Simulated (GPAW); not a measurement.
Ag:

```
Ag
1.0
     0.00000    2.04275    2.04275
     2.04275    0.00000    2.04275
     2.04275    2.04275    0.00000
Ag
1
Direct
  0.00000 0.00000 0.00000
```

Base run:

| Quantity | Value |
| --- | --- |
| Program | GPAW 26.7.0 |
| Functional | BLYP |
| Potentials or basis | PAW data sets generated in the run's folder for this functional |
| Cutoff | 600 eV |
| Basis | pw |
| k mesh | 11 × 11 × 11 |
| Occupations | fermi-dirac, width 0.05 eV |
| Spin | no spin polarisation |

Its results: pressure 11.9 GPa.

The run is repeated on the same cell with these changes: functional from BLYP to PBEsol. What comes out?

Pressure -2.9 GPa.

PBEsol binds more tightly than BLYP, so the same cell stands under less pressure.
